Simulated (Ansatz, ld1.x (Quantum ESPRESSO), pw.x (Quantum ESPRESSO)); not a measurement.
# Equation-of-state test of one PAW potential (Nb (Z = 41))

```
Element                 : Nb
Generator               : ld1.x (Quantum ESPRESSO) 7.5
Type                    : PAW
Functional              : PBE
Relativity              : scalar-relativistic
Frozen core             : [Ar] 3d10
Valence charge          : 13
Reference configuration : 4s2 4p6 4d3 5s0 5p0 (charge +2)
Partial waves           : 4s (bound): rcut 1.50, rcutus 1.65 bohr; 5s (bound, empty): rcut 1.50, rcutus 1.65 bohr; 4p (bound): rcut 2.25, rcutus 2.50 bohr; 5p (bound, empty): rcut 2.25, rcutus 2.50 bohr; 4d (bound): rcut 1.35, rcutus 1.70 bohr; 4d channel at -0.65 Ry: rcut 1.35, rcutus 1.70 bohr
Local potential         : all-electron potential smoothed inside 2.45 bohr (lloc = -1)
Core correction         : Bessel-smoothed model core inside 1.30 bohr
Augmentation charge     : PSQ, inside the norm-conserving radii
```

Atomic tests: cutoffs needed: 35 Ry and 50 Ry (the cutoffs (Ry, on a coarse ladder) from which the occupation-weighted sum of valence levels, in a spherical-Bessel basis at the reference potential, stays within 10 and 1 mRy of its value at 400 Ry); ghost test: no extra level below or beside the all-electron valence levels (s, p, d, f tested) (spherical-Bessel basis up to 400 Ry, 20 bohr box); largest excitation error: -35 meV (all-electron minus pseudo) for 4s1 4p6 4d4 5s1 5p0, out of 7 test configurations.

Crystal test: bcc Nb in pw.x 7.5, no spin, 14³ k-points, Fermi–Dirac smearing 0.01 Ry, cutoffs 60/480 Ry. The reference is all-electron LAPW (Ansatz 0.2.0) with the same functional, mesh and smearing; V0 and B0 come from Birch–Murnaghan fits to the pressures at five volumes. Errors are pseudo minus all-electron; Δ is the rms difference of the E(V) curves that follow from these fits, minima aligned, over ±6 % about the mean V0. Mesh and smearing are coarse, so the numbers serve the comparison and aren't converged zero-temperature values; the lattice is a test structure that the element need not adopt.

All-electron: a0 = 3.314 Å (V0 = 18.20 Å³/atom), B0 = 167.9 GPa.

**Question.** How far does the potential miss the all-electron equation of state?

**Answer.** mean pressure error (GPa): +2.03; a0 (Å): 3.327; a0 error (%): +0.38; B0 error (%): +0.9; Δ (meV/atom): 7.8.

```json
{"V (Å³/atom)": "17.270", "P all-electron (GPa)": "9.63", "P pseudo (GPa)": "12.14"}
{"V (Å³/atom)": "17.725", "P all-electron (GPa)": "4.62", "P pseudo (GPa)": "6.86"}
{"V (Å³/atom)": "18.179", "P all-electron (GPa)": "0.16", "P pseudo (GPa)": "2.16"}
{"V (Å³/atom)": "18.633", "P all-electron (GPa)": "-3.83", "P pseudo (GPa)": "-2.03"}
{"V (Å³/atom)": "19.088", "P all-electron (GPa)": "-7.38", "P pseudo (GPa)": "-5.76"}
```

**Question.** At the middle volume, how do free energy and pressure move when the wave cutoff is lowered (ecutrho held at 480 Ry)?

**Answer.**

```json
{"cutoff (Ry)": "27", "shift of F (meV/atom)": "+259.4", "shift of P (GPa)": "-11.58"}
{"cutoff (Ry)": "36", "shift of F (meV/atom)": "+20.5", "shift of P (GPa)": "-0.83"}
{"cutoff (Ry)": "48", "shift of F (meV/atom)": "+8.6", "shift of P (GPa)": "-0.01"}
```

The run at the middle volume (104 k-points, 9 iterations) took about 23 s on one core of a shared host (AMD EPYC 9R14, 96 threads, 370 GiB, load 85).
